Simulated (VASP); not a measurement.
# Mo (Im-3m) in VASP: further runs

Runs on Mo. Level: PBE. Tasks: relaxation of cell and atoms, vibrations by finite differences.

Everything below comes from runs of VASP 6.6.1. Logs are shortened: lines on timing, memory, paths and dates and some standing lists are left out, and cuts for length are marked.

### Step 1. Starting point

It takes space group Im-3m (No. 229, cubic). Conventional cell: a = 3.147 Å, b = 3.147 Å, c = 3.147 Å, α = 90.00°, β = 90.00°, γ = 90.00°. Mo (site symmetry m-3m) is surrounded by 8 Mo at 2.73 Å.

### Step 2. Relaxation of cell and atoms, PBE, target pressure 22 GPa, at which the enthalpy is minimised

INCAR

```
PREC = Accurate
ENCUT = 520
EDIFF = 1E-7
ISMEAR = 1
SIGMA = 0.2
LREAL = False
LASPH = True
NELM = 80
ALGO = Fast
ISIF = 3
LWAVE = False
LCHARG = False
GGA = PE
IBRION = 2
NSW = 80
EDIFFG = -0.002
PSTRESS = 220.0
```

KPOINTS

```
Automatic mesh
0
Gamma
  18 18 18
```

POSCAR

```
Mo
1.0
   -1.5734150000      1.5734150000      1.5734150000
    1.5734150000     -1.5734150000      1.5734150000
    1.5734150000      1.5734150000     -1.5734150000
Mo
1
Direct
    0.0000000000      0.0000000000      0.0000000000
```

Potentials or basis: VASP PAW PBE potentials, release 64 (Mo_sv).

Run with:

```console
> cat potpaw_PBE.64/Mo_sv/POTCAR > POTCAR
> mpirun -np 1 vasp_std > vasp.out
```

OUTCAR:

```text
PREC = Accurate
   ENCUT = 520
   EDIFF = 1E-7
   ISMEAR = 1
   LREAL = False
   LASPH = True
   NELM = 80
   ISIF = 3
   GGA = PE
   IBRION = 2
   NSW = 80
   EDIFFG = -0.002
   PSTRESS = 220.0

 ion  position               nearest neighbor table
   1  0.000  0.000  0.000-

  LATTYP: Found a body centered cubic cell.
 ALAT       =     3.1468300000

  Lattice vectors:

 A1 = (  -1.5734150000,   1.5734150000,   1.5734150000)
 A2 = (   1.5734150000,  -1.5734150000,   1.5734150000)
 A3 = (   1.5734150000,   1.5734150000,  -1.5734150000)

Analysis of symmetry for initial positions (statically):
=====================================================================
 Subroutine PRICEL returns:
 Original cell was already a primitive cell.

 Routine SETGRP: Setting up the symmetry group for a
 body centered cubic supercell.

 Subroutine GETGRP returns: Found 48 space group operations
 (whereof 48 operations were pure point group operations)
 out of a pool of 48 trial point group operations.

The static configuration has the point symmetry O_h .

Analysis of symmetry for dynamics (positions and initial velocities):
=====================================================================
 Subroutine PRICEL returns:
 Original cell was already a primitive cell.

 Routine SETGRP: Setting up the symmetry group for a
 body centered cubic supercell.

 Subroutine GETGRP returns: Found 48 space group operations
 (whereof 48 operations were pure point group operations)
 out of a pool of 48 trial point group operations.

The dynamic configuration has the point symmetry O_h .

 Subroutine INISYM returns: Found 48 space group operations
 (whereof 48 operations are pure point group operations),
 and found     1 'primitive' translations

----------------------------------------------------------------------------------------

                                     Primitive cell

  volume of cell :      15.5808

  direct lattice vectors                    reciprocal lattice vectors
    -1.573415000  1.573415000  1.573415000     0.000000000  0.317780115  0.317780115
     1.573415000 -1.573415000  1.573415000     0.317780115  0.000000000  0.317780115
     1.573415000  1.573415000 -1.573415000     0.317780115  0.317780115  0.000000000

  length of vectors
     2.725234721  2.725234721  2.725234721     0.449408949  0.449408949  0.449408949

  position of ions in fractional coordinates (direct lattice)
     0.000000000  0.000000000  0.000000000

  ion indices of the primitive-cell ions
   primitive index   ion index
                 1           1

----------------------------------------------------------------------------------------

 KPOINTS: Automatic mesh

Automatic generation of k-mesh.
 Grid dimensions read from file:
 generate k-points for:   18   18   18

 Generating k-lattice:

  Cartesian coordinates                     Fractional coordinates (reciprocal lattice)
     0.000000000  0.017654451  0.017654451     0.055555556  0.000000000  0.000000000
     0.017654451  0.000000000  0.017654451     0.000000000  0.055555556  0.000000000
     0.017654451  0.017654451  0.000000000     0.000000000  0.000000000  0.055555556

  Length of vectors
     0.024967164  0.024967164  0.024967164

  Shift w.r.t. Gamma in fractional coordinates (k-lattice)
     0.000000000  0.000000000  0.000000000

 Subroutine IBZKPT returns following result:
 ===========================================

 Found    195 irreducible k-points:

 Following reciprocal coordinates:
            Coordinates               Weight
  0.000000  0.000000  0.000000      1.000000
  0.055556  0.000000  0.000000     12.000000
  0.111111  0.000000  0.000000     12.000000
  0.166667  0.000000  0.000000     12.000000
  0.222222  0.000000  0.000000     12.000000
  0.277778  0.000000  0.000000     12.000000
[... 16 lines left out ...]
  0.333333  0.111111 -0.000000     48.000000
  0.388889  0.111111  0.000000     48.000000
 [... further k-points ...]
   k-points           NKPTS =    195   k-points in BZ     NKDIM =    195   number of bands    NBANDS=     11
   number of dos      NEDOS =    301   number of ions     NIONS =      1
   total plane-waves  NPLWV =   8000
   dimension x,y,z NGX =    20 NGY =   20 NGZ =   20
   dimension x,y,z NGXF=    40 NGYF=   40 NGZF=   40
   ions per type =               1
   NGX,Y,Z   is equivalent  to a cutoff of  12.20, 12.20, 12.20 a.u.
   NGXF,Y,Z  is equivalent  to a cutoff of  24.40, 24.40, 24.40 a.u.
 SYSTEM =  unknown system
   PREC   = accura    normal or accurate (medium, high low for compatibility)
   ISTART =      0    job   : 0-new  1-cont  2-samecut
   ICHARG =      2    charge: 1-file 2-atom 10-const
   ISPIN  =      1    spin polarized calculation?
   LNONCOLLINEAR =      F non collinear calculations
   LSORBIT =      F    spin-orbit coupling
   LASPH  =      T    aspherical Exc in radial PAW
   ENCUT  =  520.0 eV  38.22 Ry    6.18 a.u.   5.07  5.07  5.07*2*pi/ulx,y,z
   NELM   =     80;   NELMIN=  2; NELMDL= -5     # of ELM steps
   EDIFF  = 0.1E-06   stopping-criterion for ELM
   LREAL  =      F    real-space projection
   EDIFFG = -.2E-02   stopping-criterion for IOM
   NSW    =     80    number of steps for IOM
   IBRION =      2    ionic relax: 0-MD 1-quasi-New 2-CG
   NFREE  =      1    steps in history (QN), initial steepest desc. (CG)
   ISIF   =      3    stress and relaxation
   ISYM   =      2    0-nonsym 1-usesym 2-fastsym
   POTIM  = 0.5000    time-step for ionic-motion
   TEBEG  =    0.0;   TEEND  =   0.0 temperature during run
   PSTRESS=  220.0 pullay stress
   NELECT =      14.0000    total number of electrons
   NUPDOWN=      -1.0000    fix difference up-down
   EMIN   =  10.00;   EMAX   =-10.00  energy-range for DOS
   EFERMI =   0.00;   METHOD = LEGACY
   ISMEAR =     1;   SIGMA  =   0.20  broadening in eV -4-tet -1-fermi 0-gaus
   EFERMI_NEDOS =   21; number of points for ismear=-14 and -15
   IALGO  =     68    algorithm
   IMIX   =      4    mixing-type and parameters
     AMIX     =   0.40;   BMIX     =  1.00
     AMIX_MAG =   1.60;   BMIX_MAG =  1.00
  volume/ion in A,a.u.               =      15.58       105.14
  Fermi-wavevector in a.u.,A,eV,Ry     =   1.579747  2.985289 33.954710  2.495601
  Thomas-Fermi vector in A             =   2.680079
   LORBIT       =      0    0 simple, 1 ext, 2 COOP (PROOUT), +10 PAW based schemes
   GGA     = PE    functional components
   LHFCALC =     F    Hartree Fock is set to
   AEXX    =    0.0000 exact exchange contribution
   IVDW    =     0    specifies the selected vdW correction
   LEPSILON=     F    determine dielectric tensor
   LRPA    =     F    only Hartree local field effects (RPA)
 conjugate gradient relaxation of ions
 non-spin polarized calculation
 RMM-DIIS sequential band-by-band and
 Methfessel and Paxton  Order N= 1 SIGMA  =   0.20
  energy-cutoff  :      520.00
  volume of cell :       15.58
 maximum number of plane-waves:       432
   NGX = 11   NGY = 11   NGZ = 11

--------------------------------------- Ionic step        1  -------------------------------------------

 number of electron      14.0000001 magnetization

 Free energy of the ion-electron system (eV)
  ---------------------------------------------------
  ext. energy  EPLUGINS =         0.00000000
  ---------------------------------------------------
  free energy    TOTEN  =       -10.92999261 eV

  energy without entropy =      -10.93185031  energy(sigma->0) =      -10.93061184

------------------------ aborting loop because EDIFF is reached ----------------------------------------

  FORCE on cell =-STRESS in cart. coord.  units (eV):
  Direction    XX          YY          ZZ          XY          YZ          ZX
  --------------------------------------------------------------------------------------
  -------------------------------------------------------------------------------------
  Total        0.3896953      0.3896953      0.3896953     -0.0000000     -0.0000000      0.0000000
  in kB       40.0724482     40.0724482     40.0724482     -0.0000000     -0.0000000      0.0000000
  external PRESSURE =    -179.9275518 kB  Pullay stress =     220.0000000 kB

 VOLUME and BASIS-vectors are now :
 -----------------------------------------------------------------------------
  energy-cutoff  :      520.00
  volume of cell :       15.58
      direct lattice vectors                 reciprocal lattice vectors
    -1.573415000  1.573415000  1.573415000     0.000000000  0.317780115  0.317780115
     1.573415000 -1.573415000  1.573415000     0.317780115  0.000000000  0.317780115
     1.573415000  1.573415000 -1.573415000     0.317780115  0.317780115  0.000000000
[... 118 lines left out ...]
  FREE ENERGIE OF THE ION-ELECTRON SYSTEM (eV)
  ---------------------------------------------------
  free  energy   TOTEN  =       -10.8639342411 eV

  energy  without entropy=      -10.8663184794  energy(sigma->0) =      -10.86472899

  enthalpy is  TOTEN    =        -8.8419355140 eV   P V=        2.0219987271

--------------------------------------- Ionic step        5  -------------------------------------------

 number of electron      13.9999997 magnetization

 Free energy of the ion-electron system (eV)
  ---------------------------------------------------
  ext. energy  EPLUGINS =         0.00000000
  ---------------------------------------------------
  free energy    TOTEN  =       -10.86165058 eV

  energy without entropy =      -10.86403944  energy(sigma->0) =      -10.86244687

 E-fermi :  13.6394     XC(G=0): -13.7377

 val. band max:       13.6129704762   @ k =  -0.3889   0.4444   0.2778
 cond. band min:      13.6740069084   @ k =  -0.3333   0.3889   0.2778
 fundamental gap:      0.0610364322
 Fermi energy:        13.6393859382

 k-point     1 :       0.0000    0.0000    0.0000
  band No.  band energies     occupation
      1     -47.7033      2.00000
      2     -20.8139      2.00000
      3     -20.8139      2.00000
      4     -20.8139      2.00000
      5       6.1741      2.00000
      6      12.1092      2.00000
      7      12.1092      2.00000
      8      12.1092      2.00000
      9      15.3677     -0.00000
     10      15.3677     -0.00000
     11      28.5145      0.00000

 k-point     2 :       0.0556    0.0000    0.0000
  band No.  band energies     occupation
      1     -47.6934      2.00000
      2     -20.8691      2.00000
      3     -20.8307      2.00000
      4     -20.8144      2.00000
      5       6.3213      2.00000
      6      12.0237      2.00000
      7      12.0954      2.00000
      8      12.2486      2.00000
      9      15.2364     -0.00000
     10      15.3690     -0.00000
     11      28.6311      0.00000
[... 295 lines left out ...]
 k-point    24 :       0.3889    0.1111    0.0000
  band No.  band energies     occupation
      1     -47.3655      2.00000
      2     -22.4018      2.00000
      3     -21.3969      2.00000
      4     -20.9043      2.00000
      5       8.3479      2.00000
      6      10.0723      2.00000
      7      13.7076      0.45845
      8      15.2901     -0.00000
      9      16.5533     -0.00000
     10      19.4619      0.00000
     11      26.1093      0.00000

 [... further k-points ...]
[... 5 lines left out ...]
  --------------------------------------------------------------------------------------
  -------------------------------------------------------------------------------------
  Total        2.0210883      2.0210883      2.0210883      0.0000000      0.0000000      0.0000000
  in kB      220.1518089    220.1518089    220.1518089      0.0000000      0.0000000      0.0000000
  external PRESSURE =       0.1518089 kB  Pullay stress =     220.0000000 kB

 VOLUME and BASIS-vectors are now :
 -----------------------------------------------------------------------------
  energy-cutoff  :      520.00
  volume of cell :       14.71
      direct lattice vectors                 reciprocal lattice vectors
    -1.543492568  1.543492568  1.543492568     0.000000000  0.323940659  0.323940659
     1.543492568 -1.543492568  1.543492568     0.323940659  0.000000000  0.323940659
     1.543492568  1.543492568 -1.543492568     0.323940659  0.323940659  0.000000000

 POSITION                                       TOTAL-FORCE (eV/Angst)
 -----------------------------------------------------------------------------------
      0.00000      0.00000      0.00000        -0.000000     -0.000000     -0.000000
 -----------------------------------------------------------------------------------
    total drift:                                0.000000     -0.000000      0.000000

  FREE ENERGIE OF THE ION-ELECTRON SYSTEM (eV)
  ---------------------------------------------------
  free  energy   TOTEN  =       -10.8616505843 eV

  energy  without entropy=      -10.8640394393  energy(sigma->0) =      -10.86244687

  enthalpy is  TOTEN    =        -8.8419559220 eV   P V=        2.0196946622

 reached required accuracy - stopping structural energy minimisation
```

It took 67 s on 1 thread of Intel Xeon Platinum 8488C (Sapphire Rapids), shared host; peak memory 0.16 GiB.

Results:

```yaml
Free_energy: -10.8617 eV
Relaxed_volume: 14.71 Å³/atom
Relaxed_cell: a = 2.673 Å, b = 2.673 Å, c = 2.673 Å, α = 109.47°, β = 109.47°, γ = 109.47°
Space_group_after_relaxing_to_0.05_Å: Im-3m (No. 229)
Energy_change_on_relaxing_the_enthalpy_is_what_falls: +68.3 meV/atom
Ionic_steps: 5
Pressure_after_relaxing: 22.0 GPa
Band_gap_on_the_k_mesh: none (metal or under the smearing width)
```

The path:
| step | energy change (eV) | largest force (eV/Å) | pressure (GPa) | volume (Å³) |
| --- | --- | --- | --- | --- |
| 1 | 0.0000 | 0.0000 | 4.01 | 15.58 |
| 2 | 1.2270 | 0.0000 | 128.67 | 11.96 |
| 3 | 0.0570 | 0.0000 | 19.98 | 14.79 |
| 4 | 0.0661 | 0.0000 | 21.62 | 14.73 |
| 5 | 0.0683 | 0.0000 | 22.02 | 14.71 |

Final structure:
```xyz
1
Lattice="-1.5435 1.5435 1.5435 1.5435 -1.5435 1.5435 1.5435 1.5435 -1.5435" Properties=species:S:1:pos:R:3 pbc="T T T"
Mo    0.0000    0.0000    0.0000
```

Levels at points of the mesh, in eV from the Fermi level:
| k point | band 3 | band 4 | band 5 | band 6 | band 7 | band 8 | band 9 | band 10 | band 11 |
| --- | --- | --- | --- | --- | --- | --- | --- | --- | --- |
| (0.00, 0.00, 0.00) | -34.45 | -34.45 | -7.47 | -1.53 | -1.53 | -1.53 | 1.73 | 1.73 | 14.88 |
| (0.50, 0.00, 0.00) | -34.99 | -34.47 | -5.74 | -3.75 | 1.80 | 1.84 | 2.48 | 5.14 | 12.04 |
| (0.50, 0.50, 0.50) | -35.61 | -35.61 | -5.97 | -5.97 | 4.30 | 4.30 | 4.30 | 9.52 | 9.52 |

Caveat: the cell is relaxed towards a set pressure, so the enthalpy falls and the energy may rise.

### Step 3. Relaxation of cell and atoms, PBE, target pressure 22 GPa, at which the enthalpy is minimised

This run uses another cell than the first one, of 14.71 Å³/atom, 0.944 times its volume.

INCAR is that of step 2.

KPOINTS is that of step 2.

POSCAR

```
Mo                                      
1.0
   -1.5434925679      1.5434925679      1.5434925679
    1.5434925679     -1.5434925679      1.5434925679
    1.5434925679      1.5434925679     -1.5434925679
  Mo            
     1
Direct
     0.0000000000000000    0.0000000000000000    0.0000000000000000
```

Potentials or basis: VASP PAW PBE potentials, release 64 (Mo_sv).

Run with:

```console
> cat potpaw_PBE.64/Mo_sv/POTCAR > POTCAR
> mpirun -np 1 vasp_std > vasp.out
```

Wall time 30 s (1 thread of Intel Xeon Platinum 8488C (Sapphire Rapids), shared host); peak memory 0.14 GiB.

It converged, with:

| Property | Result |
| --- | --- |
| Free energy | -10.8614 eV |
| Relaxed volume | 14.71 Å³/atom |
| Relaxed cell | a = 2.674 Å, b = 2.674 Å, c = 2.674 Å, α = 109.47°, β = 109.47°, γ = 109.47° |
| Space group after relaxing (to 0.05 Å) | Im-3m (No. 229) |
| Energy change on relaxing (the enthalpy is what falls) | -0.3 meV/atom |
| Ionic steps | 3 |
| Pressure after relaxing | 22.0 GPa |
| Band gap on the k mesh | none (metal or under the smearing width) |

The path:
```tsv
step	energy change (eV)	largest force (eV/Å)	pressure (GPa)	volume (Å³)
1	0.0000	0.0000	22.07	14.71
2	-0.0018	0.0000	21.74	14.72
3	-0.0003	0.0000	22.00	14.71
```

Final structure:
```
Mo
1.0
    -1.54357    1.54357    1.54357
     1.54357   -1.54357    1.54357
     1.54357    1.54357   -1.54357
Mo
1
Direct
  0.00000 0.00000 0.00000
```

Levels at points of the mesh, in eV from the Fermi level:
```tsv
k point	band 3	band 4	band 5	band 6	band 7	band 8	band 9	band 10	band 11
(0.00, 0.00, 0.00)	-34.45	-34.45	-7.46	-1.53	-1.53	-1.53	1.73	1.73	14.87
(0.50, 0.00, 0.00)	-34.99	-34.47	-5.74	-3.75	1.79	1.84	2.48	5.14	12.04
(0.50, 0.50, 0.50)	-35.61	-35.61	-5.97	-5.97	4.29	4.29	4.29	9.51	9.51
```

Caveat: the cell is relaxed towards a set pressure, so the enthalpy falls and the energy may rise.

### Step 4. Vibrations by finite differences, PBE

This run uses another cell than the first one, of 14.71 Å³/atom, 0.944 times its volume.

INCAR

```
ALGO     = Fast           # electronic algorithm
EDIFF    = 1E-8           # SCF threshold, eV
ENCUT    = 520            # plane-wave cutoff, eV
GGA      = PE             # functional
IBRION   = 6              # ionic algorithm
ISIF     = 3              # what is computed and relaxed
ISMEAR   = 1              # smearing method
LASPH    = True           # aspherical terms in the spheres
LCHARG   = False          # write CHGCAR
LREAL    = False          # projectors in reciprocal space
LWAVE    = False          # write WAVECAR
NELM     = 80             # most SCF steps
NFREE    = 2            
NSW      = 1              # ionic steps
POTIM    = 0.015          # step
PREC     = Accurate       # precision mode
SIGMA    = 0.2            # smearing width, eV
```

KPOINTS

```
k-points
0
Gamma
  18 18 18
```

POSCAR

```
Mo                                      
1.0
   -1.5435715192      1.5435715192      1.5435715192
    1.5435715192     -1.5435715192      1.5435715192
    1.5435715192      1.5435715192     -1.5435715192
  Mo            
     1
Direct
     0.0000000000000000    0.0000000000000000    0.0000000000000000
```

Run with:

```console
> cat potpaw_PBE.64/Mo_sv/POTCAR > POTCAR
> mpirun -np 1 vasp_std > vasp.out
```

It took 13 min on 1 thread of Intel Xeon Platinum 8488C (Sapphire Rapids), shared host; peak memory 0.53 GiB.

It converged, with:

| Property | Result |
| --- | --- |
| Elastic constants C11, C12, C44 | 581, 203, 142 GPa |
| Voigt bulk modulus | 329 GPa |

Elastic tensor in Voigt notation (GPa, in the Cartesian axes of the cell as first typed):
```
581 203 203   0   0   0
203 581 203   0   0   0
203 203 581   0   0   0
  0   0   0 142   0   0
  0   0   0   0 142   0
  0   0   0   0   0 142
```

Clamped-ion elastic tensor (GPa):
```
581 203 203   0   0   0
203 581 203   0   0   0
203 203 581   0   0   0
  0   0   0 142   0   0
  0   0   0   0 142   0
  0   0   0   0   0 142
```

Caveat: elastic constants of metals need much finer meshes, so these are rough.
